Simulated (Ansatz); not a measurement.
# SiO2 (1T monolayer type, one sheet): from bands to localised orbitals, part 3 of 3

Aim: build maximally localised Wannier functions for SiO2 (1T monolayer type, one sheet) from several sets of trial orbitals, and check spreads and centres, and how well the models interpolate the bands. Plan: PBE, anion s p, 9×9×1; PBE, anion s p, 6×6×1; PBE, anion s p, 12×12×1; PBE, anion p, 9×9×1; PBE, cation s and anion p, disentangled, 9×9×1; r2SCAN, anion s p, 9×9×1; r2SCAN, anion p, 9×9×1; r2SCAN, cation s and anion p, disentangled, 9×9×1 (level, trial orbitals, Wannier mesh).

Ansatz 0.2.0; plane waves, PAW; one sheet in a cell with vacuum, so ε is a mean over the cell's height.

### 8 r2SCAN, anion p, 9×9×1

The input, input.yaml:

```yaml
crystal:
  lattice:
    - [2.6720959543, 0.0, 0.0]
    - [-1.3360479772, 2.3141029778, 0.0]
    - [0.0, 0.0, 27.8288401864]
  atoms:
    - { symbol: Si, position: [0.0, 0.0, 0.3234055009] }
    - { symbol: O, position: [0.3333333333, 0.6666666667, 0.3558377648] }
    - { symbol: O, position: [0.6666666667, 0.3333333333, 0.290973237] }
  periodic: [true, true, false]
kpoints:
  mp_grid: { grid: [9, 9, 1] }
  band_path:
    path:
      - [0, 0, 0]
      - [0.5, 0, 0]
      - [0.3333333333333, 0.3333333333333, 0]
      - [0, 0, 0]
    npoints: 10
hamiltonian:
  xc: r2scan
  pseudopotentials: { azcp: { folder: soft_1 } }
scf:
  occupations: { method: fixed }
  n_extra_bands: 6
output:
  forces: false
  stress: false
  eigenvalues: true
  wannier:
    kmesh: [9, 9, 1]
    projections: [{ species: O, l: p, shell: 2 }]
    minimise: true
    write_hr: true
    conv_tol: 1.0e-08
    max_iter: 3000
  write_density: true
  write_potential: true
  elf: true
  volumetric_format: npy
```

On the command line:

```sh
> ansatz run input.yaml --threads 4 --pin off --max-ram 5529MiB --backend cpu --events-out ev --progress --plain --runs-dir out
```

The program printed:

```text
Warning: RAYON_NUM_THREADS=4 ignored (pool sized by the plan → 4); use --threads N
scf.n_extra_bands = 6 over 8 filled bands (N_el = 16.0): the run solves 14 bands
Engine: ansatz 0.2.0, aarch64-unknown-linux-gnu
Pseudopotentials: kind: paw
Pseudopotential: Si, paw, valence charge 4, recommended cutoff 500 eV (meta_gga), <dir>
Pseudopotential: O, paw, valence charge 6, recommended cutoff 500 eV (meta_gga), <dir>
Functional definition: r2SCAN
  parameter k0 = 0.174
  parameter k1 = 0.065
  parameter a1 = 4.9479
  exchange = r2scan_x(k0 = k0, k1 = k1, a1 = a1)
  correlation = r2scan_c
Crystal: 3 atoms, lattice volume = 172.080 Å³
Basis set: ecut = 500 eV, 4337 PW (Γ), exchange–correlation on 80×80×864 points (64 copies of the dense FFT grid, shifted against one another)
Bands: 14, of which v1, the nominal top of the filled ones, is band 8 counted from 1 (7 counted from 0)
Symmetry: 12 space group operations
Space group: P-3m1 (ITA 164), of the structure as read, at distance tolerance 5.6e-5 Å
k-points: 12 of 81
Non-local potential: Si, projectors of the file, l = 0: 2, l = 1: 2, l = 2: 1
Non-local potential: O, projectors of the file, l = 0: 2, l = 1: 2, l = 2: 1
PAW form: soft (Blöchl's): semilocal exchange-correlation on the pseudo side does not see the compensation charge
PAW frozen core: Si, regenerated for the run's functional (the file was generated under x = pbe(κ = 0.804, μ = 0.2195149727645171), c = pbe(β = 0.06672455060314922))
PAW frozen core: O, regenerated for the run's functional (the file was generated under x = pbe(κ = 0.804, μ = 0.2195149727645171), c = pbe(β = 0.06672455060314922))
PAW one-centre angular grid: Si, 302 points (default); XC on 160 Gauss nodes
PAW one-centre angular grid: O, 302 points (default); XC on 160 Gauss nodes
Initial density: superposition of atomic densities (neutral atoms: chi_scale 0, normalization atom)
Initial wavefunctions: pseudopotential atomic-orbital guess
Functional: x = r2scan, c = r2scan; τ floored in thin density (d = 2e-4 eV/Å³)
SCF iter   1: F=—  HF=-1780.551204 eV  |F-HF|=—  |Δ(HF+E_count)|=         —  Δρ=6.81e-2  dr2=6.90e0  dr2_τ=6.90e-1  ethr=3.10e-3  ⟨swp⟩=8.4  Hψ=1422  notcnv=0  defer=43
preconditioner: auto → none  [insulator: Δε(μ)=9.100 eV  Ē_g=21.756 eV  n_scr=16 (ndim 8)  ℏωp=11.3 eV  f_vac=0.801  ε∞_Penn≈1.3]
SCF iter   2: F=—  HF=-1779.056519 eV  |F-HF|=—  |Δ(HF+E_count)|=    1.49e0  Δρ=2.77e-2  dr2=4.94e-1  dr2_τ=2.12e-1  ethr=3.10e-3  ⟨swp⟩=6.4  Hψ=727  notcnv=0  defer=40
SCF iter   3: F=—  HF=-1779.059787 eV  |F-HF|=—  |Δ(HF+E_count)|=   3.27e-3  Δρ=1.07e-2  dr2=7.91e-2  dr2_τ=7.22e-3  ethr=3.09e-3  ⟨swp⟩=3.8  Hψ=403  notcnv=0  defer=43
SCF iter   4: F=—  HF=-1779.086604 eV  |F-HF|=—  |Δ(HF+E_count)|=   2.68e-2  Δρ=1.68e-3  dr2=4.73e-3  dr2_τ=4.02e-4  ethr=4.94e-4  ⟨swp⟩=4.2  Hψ=377  notcnv=0  defer=46
SCF iter   5: F=—  HF=-1779.085749 eV  |F-HF|=—  |Δ(HF+E_count)|=   8.55e-4  Δρ=2.44e-4  dr2=5.63e-5  dr2_τ=4.92e-6  ethr=2.96e-5  ⟨swp⟩=5.4  Hψ=428  notcnv=0  defer=48
SCF iter   6: F=—  HF=-1779.085803 eV  |F-HF|=—  |Δ(HF+E_count)|=   5.39e-5  Δρ=8.56e-5  dr2=7.64e-6  dr2_τ=4.66e-7  ethr=3.52e-7  ⟨swp⟩=3.9  Hψ=408  notcnv=0  defer=48
SCF iter   7: F=—  HF=-1779.085807 eV  |F-HF|=—  |Δ(HF+E_count)|=   3.66e-6  Δρ=1.70e-5  dr2=2.83e-7  dr2_τ=1.40e-8  ethr=4.78e-8  ⟨swp⟩=3.2  Hψ=298  notcnv=0  defer=48
SCF iter   8: F=-1779.085807 eV  HF=-1779.085807 eV  |F-HF|=1.34e-9  |Δ(HF+E_count)|=   1.73e-7  Δρ=2.22e-6  dr2=3.92e-9  dr2_τ=4.27e-10  ethr=6.25e-10  ⟨swp⟩=22.3  Hψ=1950  notcnv=0
SCF 1 converged in 8 iterations: F = -1779.085807 eV  dr2 = 3.92e-9
NSCF: frozen V_eff on 31 k-points
NSCF: frozen V_eff on 15 k-points
the Wannier pass solved 15 of the 81 points of its mesh, and has the states at the others by symmetry: states obtained by the crystal's operations at points that were solved too leave a residual of 2.91e-13 eV (read by the count's bands and the next), within 8.33e-6 eV
WARN: The output density's exchange-correlation potential varies sharply where the density is thin. Do not read a vacuum level from v_tot or v_xc, or from such a field of the output density. On a cell that repeats whose density bears no net charge and no dipole along the vacuum's axis use v_es (v_loc + v_h of the components); under efield.dipole_correction with no amplitude use v_es + v_field, which holds any external_charges[].barrier, or the levels of the report's work_function block, which leave it out; under a non-zero efield.amplitude the vacuum is tilted and has no level; on a cell that repeats and bears such a dipole with no correction it is tilted too, and efield.dipole_correction with no amplitude gives each side of its ramp a level where efield: is served; in a cell that repeats whose density bears a net charge (total_charge, or a fill off its count) it is curved and has none; of a slab under crystal.periodic whose density bears no net charge use v_es, which has a level on each side, short of where the two are joined; of another it falls or rises all the way out and has none; of a slab beside external_charges read slab_vacuum_level instead, which it has where they leave it neutral. The grid or the basis barely resolves most such structure, and the values can differ between equally converged runs; as a rule a tighter scf.convergence.dr2_threshold does not remove it. Where the density itself ripples (under the LDA too) a higher basis.ecutwfc lessens it. The files hold the spikes' plane waves up to the density's cutoff. Files: v_tot_of_output_density and the like, and their columns of v_z.tsv (output.write_potential); v_xc_of_output_density and the like, and their columns of v_comp_z.tsv (output.write_potential_components). Measured: with its Gaussian average of σ = 0.25 Å subtracted twice, the exchange-correlation potential is over 0.1 eV at 5336 of the grid points where the equally averaged density (valence and model cores) is under 1e-3 e/Å³, and 0.277 eV at the most among them, at an averaged density of 2.6e-9 e/Å³. The input density's (outcome.potential() and, of a run that writes arrays, v_tot and v_xc) is over 0.1 eV, so measured, at 300 points of its own thin density, 0.246 eV at the most. See output.write_potential in the manual, Limitations
SCF converged after 8 iterations
Free energy (F): -1779.085807 eV
Harris-Foulkes:  -1779.085807 eV  (|F-HF|=1.34e-9)
Internal energy: -1779.085807 eV  (E = F + TS)
E sigma→0 (E₀):  -1779.085807 eV
Fermi energy:    -9.423242 eV
--- Per-component energies (eV) ---
  E_band       = -267.211102
  E_kinetic    = 395.448946
  E_local      = -22821.195827  (includes V_loc(G=0)·N_el)
  E_nonlocal   = 122.345849
  E_hartree    = 11187.482318
  E_xc         = -198.493337
  E_vxc        = -261.844602  (∫ρ·V_xc dr)
  E_paw        = -848.986324  (= ΣΔE_a)
  E_vpaw       = -93.106122  (= ΣTr[D̂ρ^β])
  E_aug_tail   = 0.000544  (compensation charges beyond the density's cutoff)
  E_vtau       = 16.177579  (kinetic-family band-sum trace: ∫τ·v_τ [+ j·A + Jᵃ·Aᵃ] dr)
  E_ewald      = 10384.452339
  E_core_change = -0.140315  (= ΣΔE_core)
  E_smearing   = -0.000000  (= −TS)
  E_closure    = 0.000000  (closes the sum)
  Σ components = -1779.085807   (vs F -1779.085807, Δ=0.00e0)
--- Band table (eV; the first three rows and the last of 12) ---
  k-point 0: bands = ["-31.6497", "-27.7599", "-14.0702", "-11.4676", "-11.4676", "-10.2760", "-10.2760", "-9.9998", "-1.4709 (-1.4709°)", "0.0024 (-0.0327°)", "0.1952", "0.3643", "0.7924", "0.9093"]
  k-point 1: bands = ["-31.4298", "-27.6747", "-13.9795", "-12.5951", "-11.7692", "-10.9341", "-10.2653", "-9.6213", "-0.7574 (-0.7574°)", "0.3327 (0.3016°)", "0.5540", "0.8980", "1.2177", "1.2621"]
  k-point 2: bands = ["-30.8022", "-27.4829", "-14.6376", "-13.9280", "-12.3727", "-11.9655", "-10.3658", "-9.4319", "0.5523 (0.5523°)", "1.1939 (1.1886°)", "1.4331 (1.3797°)", "1.8139", "2.0728", "2.4701"]
  k-point 11: bands = ["-27.9767", "-27.9767", "-17.2456", "-15.1394", "-15.1394", "-13.4136", "-10.0447", "-10.0447", "2.8464", "5.9897", "6.0251", "6.2832", "6.2832", "7.4463"]
  ° read free of the cell's end (the report's vacuum.weakly_bound_levels)
Wannier search: line search 1 of at most 3000: gauge-dependent spread (as the search counts it) 0.0287365 Å², largest recent change 4.5e-3 Å² and fall left 2.2e-7 Å² against conv_tol 1.0e-8 Å², 0 stops escaped
```

It took 8.2 s on 4 threads of Arm Neoverse V1, shared host; peak memory 0.66 GiB.

wannier.win names the bands that the functions span: 3-8 (counted from 1; 8 are filled).

The head of wannier.spreads.toml:

```toml
omega_i_ang2 = 4.882561290044151
omega_d_ang2 = 0.0010421994924916735
omega_od_ang2 = 0.027688982061778136
omega_total_ang2 = 4.911292471598421
least_projectability = 0.6925631256687956
b_vectors_match_mmn = true
n_iter = 38
converged = true
rejected_fitted_steps = 2
```

The functions (centres in Å, on-site energies from the top of the filled bands):

| n | x | y | z | spread (Å²) | on-site (eV) | nearest atoms | distance (Å) |
| --- | --- | --- | --- | --- | --- | --- | --- |
| 1 | 0.001 | 1.543 | 9.929 | 0.757 | -2.151 | O2 | 0.03 |
| 2 | -0.030 | 1.592 | 9.790 | 0.849 | -3.935 | O2 | 0.13 |
| 3 | 0.029 | 1.493 | 9.790 | 0.849 | -3.935 | O2 | 0.13 |
| 4 | 1.335 | 0.771 | 8.071 | 0.757 | -2.151 | O3 | 0.03 |
| 5 | 1.364 | 0.721 | 8.210 | 0.849 | -3.935 | O3 | 0.13 |
| 6 | 1.310 | 0.823 | 8.210 | 0.849 | -3.935 | O3 | 0.13 |

Along the path each interpolated band stays within 0.00, 0.00, 0.00, 0.00, 0.00, 0.00 eV of the nearest computed level, from the lowest band up.

### 9 r2SCAN, cation s and anion p, disentangled, 9×9×1

Changes to input.yaml since step 8:

```diff
@@ -24,3 +24,3 @@
   occupations: { method: fixed }
-  n_extra_bands: 6
+  n_extra_bands: 7
 output:
@@ -31,3 +31,3 @@
     kmesh: [9, 9, 1]
-    projections: [{ species: O, l: p, shell: 2 }]
+    projections: [{ species: Si, l: s, shell: 3 }, { species: O, l: p, shell: 2 }]
     minimise: true
@@ -36,5 +36,2 @@
     max_iter: 3000
-  write_density: true
-  write_potential: true
-  elf: true
-  volumetric_format: npy
+    disentanglement: { window: [-19.42, 10.53], frozen_window: [-16.42, -0.67] }
```

On the command line:

```sh
> ansatz run input.yaml --threads 4 --pin off --max-ram 5529MiB --backend cpu --events-out ev --progress --plain --runs-dir out
```

The program printed, shortened:

```text
Warning: RAYON_NUM_THREADS=4 ignored (pool sized by the plan → 4); use --threads N
scf.n_extra_bands = 7 over 8 filled bands (N_el = 16.0): the run solves 15 bands
[...]
Pseudopotentials: kind: paw
Pseudopotential: Si, paw, valence charge 4, recommended cutoff 500 eV (meta_gga), <dir>
Pseudopotential: O, paw, valence charge 6, recommended cutoff 500 eV (meta_gga), <dir>
Functional definition: r2SCAN
[...]
Crystal: 3 atoms, lattice volume = 172.080 Å³
Basis set: ecut = 500 eV, 4337 PW (Γ), exchange–correlation on 80×80×864 points (64 copies of the dense FFT grid, shifted against one another)
[...]
  ° read free of the cell's end (the report's vacuum.weakly_bound_levels)
Wannier search: line search 1 of at most 3000: gauge-dependent spread (as the search counts it) 0.1072203 Å², largest recent change 1.4e-1 Å² and fall left 2.4e-5 Å² against conv_tol 1.0e-8 Å², 0 stops escaped
WARN: <dir> 12 periodic images of 12 elements of H(R) lie 4.88e-4 to 1.95e-3 Å beyond their element's nearest image, near the 9.77e-4 Å window within which an element is shared among its images; whether they share it moves the interpolated H(k) by 1.2e-3 eV (Frobenius norm, root mean [...]
```

Wall time 20 s (4 threads of Arm Neoverse V1, shared host); peak memory 0.68 GiB.

The windows are typed on the program's own energy scale, on which the last band filled by count tops at -9.39 eV.

The head of wannier.spreads.toml:

```toml
omega_i_ang2 = 6.508223644284399
omega_d_ang2 = 0.0023082739942259546
omega_od_ang2 = 0.10463746305153064
omega_total_ang2 = 6.615169381330156
least_projectability = 0.21122067078636436
b_vectors_match_mmn = true
n_iter = 25
converged = true
rejected_fitted_steps = 1
dis_converged = true
dis_n_iter = 379
dis_n_moved = 0
dis_level_miss = 0.002089500655650692
```

The functions (centres in Å, on-site energies from the top of the filled bands):

| n | x | y | z | spread (Å²) | on-site (eV) | nearest atoms | distance (Å) |
| --- | --- | --- | --- | --- | --- | --- | --- |
| 1 | 0.000 | 0.000 | 9.000 | 1.907 | 7.980 | Si1 | 0.00 |
| 2 | 0.003 | 1.544 | 9.948 | 0.767 | -2.028 | O2 | 0.05 |
| 3 | -0.018 | 1.565 | 9.811 | 0.794 | -3.264 | O2 | 0.10 |
| 4 | 0.014 | 1.518 | 9.811 | 0.794 | -3.265 | O2 | 0.10 |
| 5 | 1.340 | 0.770 | 8.052 | 0.767 | -2.028 | O3 | 0.05 |
| 6 | 1.318 | 0.749 | 8.189 | 0.794 | -3.264 | O3 | 0.10 |
| 7 | 1.350 | 0.796 | 8.189 | 0.794 | -3.265 | O3 | 0.10 |

Along the path each interpolated band stays within 0.03, 0.00, 0.00, 0.00, 0.00, 0.00, 1.17 eV of the nearest computed level, from the lowest band up; bands outside the frozen window needn't match, and between the mesh's points a coarse mesh lets the others stray too.

Misses of an eV or more mean that the model does not follow those bands.

The least projectability is 0.21: some state is hardly reached by the trial orbitals.

### 10 Comparison

| run | functions | total spread (Å²) | invariant part (Å²) | mean spread (Å²) | largest miss of a band (eV) | time |
| --- | --- | --- | --- | --- | --- | --- |
| PBE, anion s p, 9×9×1 | 8 | 4.723 | 4.014 | 0.590 | 0.00 | 3 s |
| PBE, anion s p, 6×6×1 | 8 | 4.648 | 3.937 | 0.581 | 0.01 | 2.4 s |
| PBE, anion s p, 12×12×1 | 8 | 4.750 | 4.043 | 0.594 | 0.00 | 3.6 s |
| PBE, anion p, 9×9×1 | 6 | 5.056 | 5.023 | 0.843 | 0.00 | 2.9 s |
| PBE, cation s and anion p, disentangled, 9×9×1 | 7 | 6.700 | 6.584 | 0.957 | 1.17 | 9.4 s |
| r2SCAN, anion s p, 9×9×1 | 8 | 4.611 | 3.907 | 0.576 | 0.00 | 7.8 s |
| r2SCAN, anion p, 9×9×1 | 6 | 4.911 | 4.883 | 0.819 | 0.00 | 8.2 s |
| r2SCAN, cation s and anion p, disentangled, 9×9×1 | 7 | 6.615 | 6.508 | 0.945 | 1.17 | 20 s |

### 11 Outcome

This closing draws on all 3 parts.

| quantity | value |
| --- | --- |
| total spread, PBE, anion s p, 9×9×1 | 4.72 Å² over 8 functions |
| total spread, PBE, anion s p, 6×6×1 | 4.65 Å² over 8 functions |
| total spread, PBE, anion s p, 12×12×1 | 4.75 Å² over 8 functions |
| total spread, PBE, anion p, 9×9×1 | 5.06 Å² over 6 functions |
| total spread, PBE, cation s and anion p, disentangled, 9×9×1 | 6.70 Å² over 7 functions |
| total spread, r2SCAN, anion s p, 9×9×1 | 4.61 Å² over 8 functions |
| total spread, r2SCAN, anion p, 9×9×1 | 4.91 Å² over 6 functions |
| total spread, r2SCAN, cation s and anion p, disentangled, 9×9×1 | 6.62 Å² over 7 functions |
| centres of the first set | 0.26 to 0.43 Å from the nearest atom |

In words: With PBE, anion s p, 9×9×1 the 8 functions move off the atoms, with a mean spread of 0.59 Å²; 85 % of the total is gauge invariant. The total spread goes from 4.65 Å² on 6×6×1 to 4.75 Å² on 12×12×1: finite differences in k understate it on coarse meshes, while the largest miss of a band goes from 0.01 to 0.00 eV. On one set and mesh the functional gives 4.72 (PBE), 4.61 (r2SCAN) Å². The disentangled models miss some band by up to 1.2 eV, which may lie outside their frozen windows.
